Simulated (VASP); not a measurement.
# ScAl3 (Pm-3m) in VASP: notebook

One crystal, ScAl3, is run at these levels: PBE, optPBE-vdW, vdW-DF2, vdW-DF; tasks: single point, relaxation of cell and atoms.

Everything below comes from runs of VASP 6.6.1. Logs are shortened: lines on timing, memory, paths and dates and some standing lists are left out, and cuts for length are marked.

### 1 The structure

Symmetry: Pm-3m, No. 221, cubic system. The conventional cell has a = 4.088 Å, b = 4.088 Å, c = 4.088 Å, α = 90.00°, β = 90.00°, γ = 90.00°. Sc (site symmetry m-3m) is surrounded by 12 Al at 2.89 Å. Al (site symmetry 4/mmm) has 4 Sc at 2.89 Å and 8 Al at 2.89 Å as nearest neighbours.

The cell is a database's computed one.

### 2 Single point, PBE

The input, INCAR:

```
SYSTEM = ScAl3
ALGO     = Normal         ! electronic algorithm
EDIFF    = 1E-7           ! SCF threshold, eV
ENCUT    = 520            ! plane-wave cutoff, eV
GGA      = PE             ! functional
ISIF     = 2              ! what is computed and relaxed
ISMEAR   = 0              ! smearing method
LASPH    = .True.         ! aspherical terms in the spheres
LCHARG   = .False.        ! write CHGCAR
LREAL    = .False.        ! projectors in reciprocal space
LWAVE    = .False.        ! write WAVECAR
NBANDS   = 18             ! bands
NELM     = 100            ! most SCF steps
PREC     = Accurate       ! precision mode
SIGMA    = 0.013000000000000001 ! smearing width, eV
```

The input, KPOINTS:

```
k-points
0
Gamma
  7 7 7
  0 0 0
```

The input, POSCAR:

```
ScAl3
1.0
    4.0878065700      0.0000000000      0.0000000000
    0.0000000000      4.0878065700      0.0000000000
    0.0000000000      0.0000000000      4.0878065700
Sc Al
1 3
Direct
    0.0000000000      0.0000000000      0.0000000000
    0.5000000000      0.5000000000      0.0000000000
    0.0000000000      0.5000000000      0.5000000000
    0.5000000000      0.0000000000      0.5000000000
```

Potentials or basis: VASP PAW PBE potentials, release 64 (Sc_sv, Al).

Run with:

```bash
$ cat potpaw_PBE.64/Sc_sv/POTCAR potpaw_PBE.64/Al/POTCAR > POTCAR
$ mpirun -np 1 vasp_std > vasp.out
```

OUTCAR:

```text
SYSTEM = ScAl3
   EDIFF = 1E-7
   ENCUT = 520
   GGA = PE
   ISIF = 2
   ISMEAR = 0
   LASPH = .True.
   LREAL = .False.
   NELM = 100
   PREC = Accurate

 ion  position               nearest neighbor table
   1  0.000  0.000  0.000-   2 2.89   3 2.89   4 2.89   3 2.89   4 2.89   2 2.89   3 2.89   3 2.89
                             2 2.89   4 2.89   4 2.89   2 2.89
   2  0.500  0.500  0.000-   1 2.89   3 2.89   4 2.89   3 2.89   4 2.89   1 2.89   4 2.89   4 2.89
                             1 2.89   3 2.89   3 2.89   1 2.89
   3  0.000  0.500  0.500-   1 2.89   2 2.89   4 2.89   1 2.89   2 2.89   1 2.89   4 2.89   1 2.89
                             2 2.89   4 2.89   2 2.89   4 2.89
   4  0.500  0.000  0.500-   1 2.89   2 2.89   3 2.89   1 2.89   2 2.89   2 2.89   3 2.89   2 2.89
                             1 2.89   3 2.89   1 2.89   3 2.89

  LATTYP: Found a simple cubic cell.
 ALAT       =     4.0878065700

  Lattice vectors:

 A1 = (   4.0878065700,   0.0000000000,   0.0000000000)
 A2 = (   0.0000000000,   4.0878065700,   0.0000000000)
 A3 = (   0.0000000000,   0.0000000000,   4.0878065700)

Analysis of symmetry for initial positions (statically):
=====================================================================
 Subroutine PRICEL returns:
 Original cell was already a primitive cell.

 Routine SETGRP: Setting up the symmetry group for a
 simple cubic supercell.

 Subroutine GETGRP returns: Found 48 space group operations
 (whereof 48 operations were pure point group operations)
 out of a pool of 48 trial point group operations.

The static configuration has the point symmetry O_h .

Analysis of symmetry for dynamics (positions and initial velocities):
=====================================================================
 Subroutine PRICEL returns:
 Original cell was already a primitive cell.

 Routine SETGRP: Setting up the symmetry group for a
 simple cubic supercell.

 Subroutine GETGRP returns: Found 48 space group operations
 (whereof 48 operations were pure point group operations)
 out of a pool of 48 trial point group operations.

The dynamic configuration has the point symmetry O_h .

 Subroutine INISYM returns: Found 48 space group operations
 (whereof 48 operations are pure point group operations),
 and found     1 'primitive' translations

----------------------------------------------------------------------------------------

                                     Primitive cell

  volume of cell :      68.3079

  direct lattice vectors                    reciprocal lattice vectors
     4.087806570  0.000000000  0.000000000     0.244629970  0.000000000  0.000000000
     0.000000000  4.087806570  0.000000000     0.000000000  0.244629970  0.000000000
     0.000000000  0.000000000  4.087806570     0.000000000  0.000000000  0.244629970

  length of vectors
     4.087806570  4.087806570  4.087806570     0.244629970  0.244629970  0.244629970

  position of ions in fractional coordinates (direct lattice)
     0.000000000  0.000000000  0.000000000
     0.500000000  0.500000000  0.000000000
     0.000000000  0.500000000  0.500000000
     0.500000000  0.000000000  0.500000000

  ion indices of the primitive-cell ions
   primitive index   ion index
                 1           1
                 2           2
                 3           3
                 4           4

----------------------------------------------------------------------------------------

 KPOINTS: k-points

Automatic generation of k-mesh.
 Grid dimensions read from file:
 generate k-points for:    7    7    7

 Generating k-lattice:

  Cartesian coordinates                     Fractional coordinates (reciprocal lattice)
     0.034947139  0.000000000  0.000000000     0.142857143  0.000000000  0.000000000
     0.000000000  0.034947139  0.000000000     0.000000000  0.142857143  0.000000000
     0.000000000  0.000000000  0.034947139     0.000000000  0.000000000  0.142857143

  Length of vectors
     0.034947139  0.034947139  0.034947139

  Shift w.r.t. Gamma in fractional coordinates (k-lattice)
     0.000000000  0.000000000  0.000000000

 Subroutine IBZKPT returns following result:
 ===========================================

 Found     20 irreducible k-points:

 Following reciprocal coordinates:
            Coordinates               Weight
  0.000000  0.000000  0.000000      1.000000
  0.142857  0.000000  0.000000      6.000000
  0.285714  0.000000  0.000000      6.000000
  0.428571  0.000000  0.000000      6.000000
  0.142857  0.142857  0.000000     12.000000
  0.285714  0.142857  0.000000     24.000000
[... 12 lines left out ...]
  0.428571  0.428571  0.285714     24.000000
  0.428571  0.428571  0.428571      8.000000
   k-points           NKPTS =     20   k-points in BZ     NKDIM =     20   number of bands    NBANDS=     18
   number of dos      NEDOS =    301   number of ions     NIONS =      4
   total plane-waves  NPLWV =  27000
[... 37 lines left out ...]
  Fermi-wavevector in a.u.,A,eV,Ry     =   1.087079  2.054282 16.078563  1.181741
  Thomas-Fermi vector in A             =   2.223230
   LORBIT       =      0    0 simple, 1 ext, 2 COOP (PROOUT), +10 PAW based schemes
   GGA     = PE    functional components
   LHFCALC =     F    Hartree Fock is set to
   AEXX    =    0.0000 exact exchange contribution
   IVDW    =     0    specifies the selected vdW correction
   LEPSILON=     F    determine dielectric tensor
   LRPA    =     F    only Hartree local field effects (RPA)
 non-spin polarized calculation
 Gauss-broadening in eV      SIGMA  =   0.01
  energy-cutoff  :      520.00
  volume of cell :       68.31
 maximum number of plane-waves:      1850
   NGX = 15   NGY = 15   NGZ = 15

 number of electron      19.9999996 magnetization

 Free energy of the ion-electron system (eV)
  ---------------------------------------------------
  ext. energy  EPLUGINS =         0.00000000
  ---------------------------------------------------
  free energy    TOTEN  =       -19.29397893 eV

  energy without entropy =      -19.29346018  energy(sigma->0) =      -19.29371955

 E-fermi :   7.1145     XC(G=0): -10.4165

 val. band max:        7.1099980156   @ k =   0.4286   0.4286   0.1429
 cond. band min:       7.2000441493   @ k =   0.2857   0.0000   0.0000
 fundamental gap:      0.0900461337
 Fermi energy:         7.1144657567

 k-point     1 :       0.0000    0.0000    0.0000
  band No.  band energies     occupation
      1     -41.7066      2.00000
      2     -20.4098      2.00000
      3     -20.4098      2.00000
      4     -20.4098      2.00000
      5      -2.7564      2.00000
      6       4.6512      2.00000
[... 10 lines left out ...]
     17      12.5716      0.00000
     18      12.5716      0.00000

 k-point     2 :       0.1429    0.0000    0.0000
  band No.  band energies     occupation
      1     -41.7064      2.00000
      2     -20.4159      2.00000
      3     -20.4093      2.00000
      4     -20.4093      2.00000
      5      -2.5686      2.00000
      6       3.3872      2.00000
[... 10 lines left out ...]
     17      12.6499      0.00000
     18      12.6499      0.00000

 k-point     3 :       0.2857    0.0000    0.0000
  band No.  band energies     occupation
      1     -41.7058      2.00000
      2     -20.4296      2.00000
      3     -20.4082      2.00000
      4     -20.4082      2.00000
      5      -2.0181      2.00000
      6       1.7390      2.00000
[... 10 lines left out ...]
     17      12.0371      0.00000
     18      13.2300      0.00000

 k-point     4 :       0.4286    0.0000    0.0000
  band No.  band energies     occupation
      1     -41.7054      2.00000
      2     -20.4405      2.00000
      3     -20.4074      2.00000
      4     -20.4074      2.00000
      5      -1.1779      2.00000
      6       0.3126      2.00000
[... 291 lines left out ...]
      4     -20.4233      2.00000
      5       0.0839      2.00000
      6       1.5989      2.00000
[... 10 lines left out ...]
     17      12.2562      0.00000
     18      13.4418      0.00000

 k-point    19 :       0.4286    0.4286    0.2857
  band No.  band energies     occupation
      1     -41.7035      2.00000
      2     -20.4338      2.00000
      3     -20.4336      2.00000
      4     -20.4226      2.00000
      5       0.7784      2.00000
      6       2.1208      2.00000
[... 10 lines left out ...]
     17      11.4968      0.00000
     18      14.4892      0.00000

 k-point    20 :       0.4286    0.4286    0.4286
  band No.  band energies     occupation
      1     -41.7031      2.00000
      2     -20.4325      2.00000
      3     -20.4322      2.00000
      4     -20.4322      2.00000
      5       1.5015      2.00000
      6       2.4862      2.00000
[... 10 lines left out ...]
     17      11.3538      0.00000
     18      16.6200      0.00000

------------------------ aborting loop because EDIFF is reached ----------------------------------------

  FORCE on cell =-STRESS in cart. coord.  units (eV):
  Direction    XX          YY          ZZ          XY          YZ          ZX
  --------------------------------------------------------------------------------------
  -------------------------------------------------------------------------------------
  Total        0.4868293      0.4868293      0.4868293      0.0000000     -0.0000000     -0.0000000
  in kB       11.4186888     11.4186888     11.4186888      0.0000000     -0.0000000     -0.0000000
  external PRESSURE =      11.4186888 kB  Pullay stress =       0.0000000 kB

 VOLUME and BASIS-vectors are now :
 -----------------------------------------------------------------------------
  energy-cutoff  :      520.00
  volume of cell :       68.31
      direct lattice vectors                 reciprocal lattice vectors
     4.087806570  0.000000000  0.000000000     0.244629970  0.000000000  0.000000000
     0.000000000  4.087806570  0.000000000     0.000000000  0.244629970  0.000000000
     0.000000000  0.000000000  4.087806570     0.000000000  0.000000000  0.244629970

 POSITION                                       TOTAL-FORCE (eV/Angst)
 -----------------------------------------------------------------------------------
      0.00000      0.00000      0.00000         0.000000      0.000000      0.000000
      2.04390      2.04390      0.00000         0.000000      0.000000      0.000000
      0.00000      2.04390      2.04390         0.000000      0.000000      0.000000
      2.04390      0.00000      2.04390         0.000000      0.000000      0.000000
 -----------------------------------------------------------------------------------
    total drift:                                0.000000     -0.000000      0.000000

  FREE ENERGIE OF THE ION-ELECTRON SYSTEM (eV)
  ---------------------------------------------------
  free  energy   TOTEN  =       -19.2939789316 eV

  energy  without entropy=      -19.2934601773  energy(sigma->0) =      -19.29371955
```

Wall time 15 s (1 thread of Intel Xeon 6975P-C (Granite Rapids), shared host); peak memory 0.17 GiB.

What came out:

| Quantity | Value |
| --- | --- |
| Free energy | -19.2940 eV |
| Pressure | 1.1 GPa |
| Band gap on the k mesh | none (metal or under the smearing width) |

### 3 Relaxation of cell and atoms, optPBE-vdW

The input, INCAR:

```
SYSTEM = ScAl3
  PREC = Accurate
  ENCUT = 600
  EDIFF = 1E-6
  ISMEAR = -1
  SIGMA = 0.05
  LREAL = .False.
  LASPH = .True.
  NELM = 100
  ALGO = Normal
  ISIF = 3
  LWAVE = .False.
  LCHARG = .False.
  GGA = OR
  LUSE_VDW = .True.
  AGGAC = 0.0
  IBRION = 2
  NSW = 40
  EDIFFG = -0.02
```

The input, KPOINTS:

```
Automatic mesh
0
Gamma
  7 7 7
  0 0 0
```

POSCAR is that of step 2.

Potentials or basis: VASP PAW PBE potentials, release 64 (Sc_sv, Al).

Run with:

```bash
$ cat potpaw_PBE.64/Sc_sv/POTCAR potpaw_PBE.64/Al/POTCAR > POTCAR
$ mpirun -np 1 vasp_std > vasp.out
```

Run time: 2.5 min. Hardware: 1 thread of Intel Xeon 6975P-C (Granite Rapids), shared host; peak memory 0.48 GiB.

The run converged. Its results:

* Free energy: -11.8125 eV
* Relaxed volume: 17.41 Å³/atom
* Relaxed cell: a = 4.114 Å, b = 4.114 Å, c = 4.114 Å, α = 90.00°, β = 90.00°, γ = 90.00°
* Space group after relaxing (to 0.05 Å): Pm-3m (No. 221)
* Energy gained by relaxing: 1.8 meV/atom
* Ionic steps: 3
* Pressure after relaxing: 0.0 GPa
* Band gap on the k mesh: none (metal or under the smearing width)

Step by step:
| step | energy change (eV) | largest force (eV/Å) | pressure (GPa) | volume (Å³) |
| --- | --- | --- | --- | --- |
| 1 | 0.0000 | 0.0000 | 1.70 | 68.31 |
| 2 | -0.0062 | 0.0000 | -0.59 | 70.12 |
| 3 | -0.0070 | 0.0000 | 0.00 | 69.64 |

Final structure:
```cif
data_structure
_symmetry_space_group_name_H-M 'P 1'
_symmetry_Int_Tables_number 1
_cell_length_a 4.1143
_cell_length_b 4.1143
_cell_length_c 4.1143
_cell_angle_alpha 90.000
_cell_angle_beta 90.000
_cell_angle_gamma 90.000
_cell_volume 69.64
loop_
_atom_site_label
_atom_site_type_symbol
_atom_site_fract_x
_atom_site_fract_y
_atom_site_fract_z
_atom_site_occupancy
Sc1 Sc 0.00000 0.00000 0.00000 1
Al1 Al 0.50000 0.50000 0.00000 1
Al2 Al 0.00000 0.50000 0.50000 1
Al3 Al 0.50000 0.00000 0.50000 1
```

Levels at points of the mesh, in eV from the Fermi level:
```csv
k point,band 8,band 9,band 10,band 11,band 12,band 13
"(0.00, 0.00, 0.00)",-1.72,-1.72,-1.72,1.34,1.34,1.34
```

Caveat: the PAW data sets were made with another functional, which shifts forces and pressure a little.

### 4 Relaxation of cell and atoms, vdW-DF2

The input, INCAR:

```
SYSTEM = ScAl3
PREC     = Accurate       ! precision mode
ENCUT    = 600            ! plane-wave cutoff, eV
EDIFF    = 1E-6           ! SCF threshold, eV
ISMEAR   = -1             ! smearing method
SIGMA    = 0.05           ! smearing width, eV
LREAL    = .False.        ! projectors in reciprocal space
LASPH    = .True.         ! aspherical terms in the spheres
NELM     = 100            ! most SCF steps
ALGO     = Normal         ! electronic algorithm
ISIF     = 3              ! what is computed and relaxed
LWAVE    = .False.        ! write WAVECAR
LCHARG   = .False.        ! write CHGCAR
GGA      = ML             ! functional
LUSE_VDW = .True.       
AGGAC    = 0.0          
ZAB_VDW  = -1.8867      
IBRION   = 2              ! ionic algorithm
NSW      = 60             ! ionic steps
EDIFFG   = -0.01          ! ionic threshold
```

KPOINTS is that of step 3.

POSCAR is that of step 3.

Run with:

```bash
$ cat potpaw_PBE.64/Sc_sv/POTCAR potpaw_PBE.64/Al/POTCAR > POTCAR
$ mpirun -np 1 vasp_std > vasp.out
```

It took 2.8 min on 1 thread of Intel Xeon 6975P-C (Granite Rapids), shared host; peak memory 0.48 GiB.

Results (log left out):

```yaml
Free_energy: -10.1754 eV
Relaxed_volume: 17.71 Å³/atom
Relaxed_cell: a = 4.137 Å, b = 4.137 Å, c = 4.137 Å, α = 90.00°, β = 90.00°, γ = 90.00°
Space_group_after_relaxing_to_0.05_Å: Pm-3m (No. 221)
Energy_gained_by_relaxing: 5.9 meV/atom
Ionic_steps: 3
Pressure_after_relaxing: 0.0 GPa
Band_gap_on_the_k_mesh: none (metal or under the smearing width)
```

Step by step:
```
step  energy change (eV)  largest force (eV/Å)  pressure (GPa)  volume (Å³)
   1              0.0000                0.0000            3.09        68.31
   2             -0.0213                0.0000           -0.85        71.62
   3             -0.0235                0.0000            0.00        70.82
```

Final structure:
```
Sc Al
1.0
     4.13734    0.00000    0.00000
     0.00000    4.13734    0.00000
     0.00000    0.00000    4.13734
Sc Al
1 3
Direct
  0.00000 0.00000 0.00000
  0.50000 0.50000 0.00000
  0.00000 0.50000 0.50000
  0.50000 0.00000 0.50000
```

Levels at points of the mesh, in eV from the Fermi level:
```tsv
k point	band 7	band 8	band 9	band 10	band 11	band 12	band 13	band 14
(0.00, 0.00, 0.00)	-2.52	-1.70	-1.70	-1.70	1.30	1.30	1.30	1.63
```

Caveat: the PAW data sets were made with another functional, which shifts forces and pressure a little.

### 5 Relaxation of cell and atoms, vdW-DF

The input, INCAR:

```
SYSTEM = ScAl3
  AGGAC = 0.0
  ALGO = Fast
  EDIFF = 1E-6
  EDIFFG = -0.02
  ENCUT = 600
  GGA = RE
  IBRION = 2
  ISIF = 3
  ISMEAR = -1
  LASPH = .True.
  LCHARG = .False.
  LREAL = .False.
  LUSE_VDW = .True.
  LWAVE = .False.
  NELM = 80
  NSW = 60
  PREC = Accurate
  SIGMA = 0.05
```

The input, KPOINTS:

```
k-points
0
Gamma
  7 7 7
  0 0 0
```

POSCAR is that of step 4.

Run with:

```bash
$ cat potpaw_PBE.64/Sc_sv/POTCAR potpaw_PBE.64/Al/POTCAR > POTCAR
$ mpirun -np 1 vasp_std > vasp.out
```

Wall time 4.8 min (1 thread of Intel Xeon 6975P-C (Granite Rapids), shared host); peak memory 0.48 GiB.

It converged, with:

```
Free energy                            : -10.4737 eV
Relaxed volume                         : 17.76 Å³/atom
Relaxed cell                           : a = 4.142 Å, b = 4.142 Å, c = 4.142 Å, α = 90.00°, β = 90.00°, γ = 90.00°
Space group after relaxing (to 0.05 Å) : Pm-3m (No. 221)
Energy gained by relaxing              : 7.1 meV/atom
Ionic steps                            : 3
Pressure after relaxing                : 0.0 GPa
Band gap on the k mesh                 : none (metal or under the smearing width)
```

The path:
| step | energy change (eV) | largest force (eV/Å) | pressure (GPa) | volume (Å³) |
| --- | --- | --- | --- | --- |
| 1 | 0.0000 | 0.0000 | 3.47 | 68.31 |
| 2 | -0.0254 | 0.0000 | -1.05 | 72.03 |
| 3 | -0.0286 | 0.0000 | -0.02 | 71.05 |

Final structure:
```xyz
4
Lattice="4.1418 0.0000 0.0000 0.0000 4.1418 0.0000 0.0000 0.0000 4.1418" Properties=species:S:1:pos:R:3 pbc="T T T"
Sc    0.0000    0.0000    0.0000
Al    2.0709    2.0709    0.0000
Al    0.0000    2.0709    2.0709
Al    2.0709    0.0000    2.0709
```

Levels at points of the mesh, in eV from the Fermi level:
| k point | band 6 | band 7 | band 8 | band 9 | band 10 | band 11 | band 12 | band 13 | band 14 |
| --- | --- | --- | --- | --- | --- | --- | --- | --- | --- |
| (0.00, 0.00, 0.00) | -2.48 | -2.48 | -1.72 | -1.72 | -1.72 | 1.32 | 1.32 | 1.32 | 1.57 |

Caveat: the PAW data sets were made with another functional, which shifts forces and pressure a little.

### 6 The runs side by side

| task | level | cell | cutoff (eV) | smearing | gap on the mesh (eV) | pressure (GPa) | relaxed volume (Å³/atom) |
| --- | --- | --- | --- | --- | --- | --- | --- |
| single point | PBE | as given | 520 | gaussian 0.013 eV | none | 1.1 | - |
| relaxation of cell and atoms | optPBE-vdW | relaxed | 600 | fermi-dirac 0.05 eV | none | 0.0 | 17.41 |
| relaxation of cell and atoms | vdW-DF2 | relaxed | 600 | fermi-dirac 0.05 eV | none | 0.0 | 17.71 |
| relaxation of cell and atoms | vdW-DF | relaxed | 600 | fermi-dirac 0.05 eV | none | 0.0 | 17.76 |

Alike in all rows: potentials or basis VASP PAW PBE potentials, release 64 (Sc_sv, Al); no spin polarisation; k mesh 7 × 7 × 7.

Caveats: the PAW data sets were made with another functional, which shifts forces and pressure a little (some runs).

Absolute energies hang on the potentials; compare differences alone.
